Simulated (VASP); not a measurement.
# Quasiparticle energies of AlAs in VASP, part 5 of 8

Aim: the quasiparticle gap of AlAs, and what it costs to get it. The cell is of the zinc-blende type, one of the forms listed for this formula. The start is a cell from a database of measured crystal structures.

VASP 6.6.1, plane waves and PAW; the level of theory is named at each step.

So far, quasiparticle gap on the mesh (eV): step 3 (evGW0) 2.22. Also gap on the k-mesh (eV): step 2 (empty bands, functional PBE) 1.43.

## (4) evGW (continued)

Level of this step: evGW on PBE; plane waves and PAW (As_GW, Al_GW) (VASP).

From OUTCAR (step 4):

```text
The static configuration has the point symmetry T_d .

 Found     16 irreducible k-points:

   NELECT =       8.0000    total number of electrons

 E-fermi :   4.1464

 QP shifts <psi_nk| G(iteration)W_0 |psi_nk>: iteration 2
 k-point   1 :       0.0000    0.0000    0.0000
  band No. old QP-enery  QP-energies   sigma(KS)   T+V_ion+V_H  V^pw_x(r,r')   Z            occupation Imag(sigma)
      1      -8.9944      -9.3244     -11.9369       2.4590     -17.8966       0.6824       2.0000       0.8937
      2       2.7281       2.5633     -12.1875      14.7054     -13.0719       0.7839       2.0000       0.0012
      3       2.7281       2.5633     -12.1875      14.7054     -13.0719       0.7839       2.0000       0.0012
      4       2.7281       2.5633     -12.1875      14.7054     -13.0719       0.7839       2.0000       0.0012
      5       5.7991       5.8535      -9.5534      15.4213      -5.7848       0.7897       0.0000      -0.0760
      6       7.8378       7.9016      -8.9474      16.8674      -4.6428       0.7765       0.0000      -0.0719
      7       7.8378       7.9016      -8.9474      16.8674      -4.6428       0.7765       0.0000      -0.0719
      8       7.8378       7.9016      -8.9474      16.8674      -4.6428       0.7765       0.0000      -0.0719
    ...

 k-point   2 :       0.1667    0.0000    0.0000
  band No. old QP-enery  QP-energies   sigma(KS)   T+V_ion+V_H  V^pw_x(r,r')   Z            occupation Imag(sigma)
      1      -8.7227      -9.0434     -11.9973       2.8077     -17.8551       0.6869       2.0000       0.8524
      2       0.6562       0.4473     -11.4880      11.8710     -12.9230       0.7646       2.0000       0.0067
      3       2.4568       2.2868     -12.0710      14.3106     -13.0220       0.7827       2.0000       0.0016
      4       2.4568       2.2868     -12.0710      14.3106     -13.0220       0.7827       2.0000       0.0016
      5       6.4756       6.5290      -9.3220      15.8656      -5.4173       0.7859       0.0000      -0.0711
      6       8.2764       8.3481      -9.0313      17.4006      -4.5945       0.7715       0.0000      -0.0756
      7       8.2764       8.3481      -9.0313      17.4006      -4.5945       0.7715       0.0000      -0.0756
      8       8.7604       8.8359      -9.5290      18.3876      -5.0886       0.7695       0.0000      -0.0797
    ...

 k-point   3 :       0.3333    0.0000    0.0000
  band No. old QP-enery  QP-energies   sigma(KS)   T+V_ion+V_H  V^pw_x(r,r')   Z            occupation Imag(sigma)
      1      -8.0222      -8.3279     -12.2176       3.7545     -17.8011       0.6934       2.0000       0.7462
      2      -1.7753      -2.0667     -11.0952       8.9188     -13.6851       0.7264       2.0000       0.0564
      3       2.0383       1.8563     -11.9822      13.7868     -13.0811       0.7793       2.0000       0.0030
      4       2.0383       1.8563     -11.9822      13.7868     -13.0811       0.7793       2.0000       0.0030
      5       5.9692       6.0136      -9.0513      15.0767      -5.2480       0.7902       0.0000      -0.0690
      6       8.3922       8.4627      -8.7543      17.2375      -4.3000       0.7742       0.0000      -0.0782
      7       8.3922       8.4627      -8.7543      17.2375      -4.3000       0.7742       0.0000      -0.0782
      8      10.9499      11.0493      -8.8769      19.9596      -3.7354       0.7487       0.0000      -0.1394
    ...

 QP shifts <psi_nk| G(iteration)W_0 |psi_nk>: iteration 3
 k-point   1 :       0.0000    0.0000    0.0000
  band No. old QP-enery  QP-energies   sigma(KS)   T+V_ion+V_H  V^pw_x(r,r')   Z            occupation Imag(sigma)
      1      -9.3244      -9.4643     -11.9864       2.4590     -17.8966       0.6891       2.0000       0.8624
      2       2.5633       2.5219     -12.1944      14.7054     -13.0719       0.7908       2.0000      -0.0014
      3       2.5633       2.5219     -12.1944      14.7054     -13.0719       0.7908       2.0000      -0.0014
      4       2.5633       2.5219     -12.1944      14.7054     -13.0719       0.7908       2.0000      -0.0014
      5       5.8535       5.8728      -9.5435      15.4213      -5.7848       0.7948       0.0000      -0.0747
      6       7.9016       7.9313      -8.9279      16.8674      -4.6428       0.7830       0.0000      -0.0700
      7       7.9016       7.9313      -8.9279      16.8674      -4.6428       0.7830       0.0000      -0.0700
      8       7.9016       7.9313      -8.9279      16.8674      -4.6428       0.7830       0.0000      -0.0700
    ...

 QP shifts <psi_nk| G(iteration)W_0 |psi_nk>: iteration 4
 k-point   1 :       0.0000    0.0000    0.0000
  band No. old QP-enery  QP-energies   sigma(KS)   T+V_ion+V_H  V^pw_x(r,r')   Z            occupation Imag(sigma)
      1      -9.4643      -9.5155     -11.9975       2.4590     -17.8966       0.6899       2.0000       0.8576
      2       2.5219       2.5112     -12.1970      14.7054     -13.0719       0.7924       2.0000      -0.0022
      3       2.5219       2.5112     -12.1970      14.7054     -13.0719       0.7924       2.0000      -0.0022
      4       2.5219       2.5112     -12.1970      14.7054     -13.0719       0.7924       2.0000      -0.0022
      5       5.8728       5.8801      -9.5393      15.4213      -5.7848       0.7960       0.0000      -0.0744
      6       7.9313       7.9428      -8.9215      16.8674      -4.6428       0.7849       0.0000      -0.0694
      7       7.9313       7.9428      -8.9215      16.8674      -4.6428       0.7849       0.0000      -0.0694
      8       7.9313       7.9428      -8.9215      16.8674      -4.6428       0.7849       0.0000      -0.0694
    ...

[... 16 parts as in an earlier step ...]

[... 19 further parts left out ...]
```

Numbers from this step:

```
quasiparticle gap on the mesh                 : 2.359 eV
smallest direct quasiparticle gap on the mesh : 3.369 eV
```

QP gap by iteration, by row:

```
iteration  gap (eV)  direct gap (eV)
        1     2.099            3.071
        2     2.285             3.29
        3     2.341            3.351
        4     2.359            3.369
```

GW takes the gap from 1.432 to 2.359 eV. That is +140 meV against evGW0 on PBE. The last pass still moved it by +17 meV. Spin-orbit coupling is left out. The value holds for 296 bands, ENCUTGW = 200 eV and this mesh, and isn't shown to be converged in them.

(Part 5 of 8 ends here.)

[Lines on the potential files, build, host, timing and source positions are cut from VASP's logs without a mark.]

[Logs are printed without paths, hosts, clocks, repeated set-up lines and the standing remarks that a program may print on its own settings, such as how far it seeks lower states.]

[Hosts, paths, dates, database ids (printed as entryN), source tags and the programs' standing remarks are cut or masked in the printed files.]

[Pressures printed for these runs are not shown converged in the cutoff: they can be off by several GPa and have the wrong sign.]

[In band tables of VASP the shares of atoms and orbitals are scaled to a sum of 1 inside the atoms' spheres.]
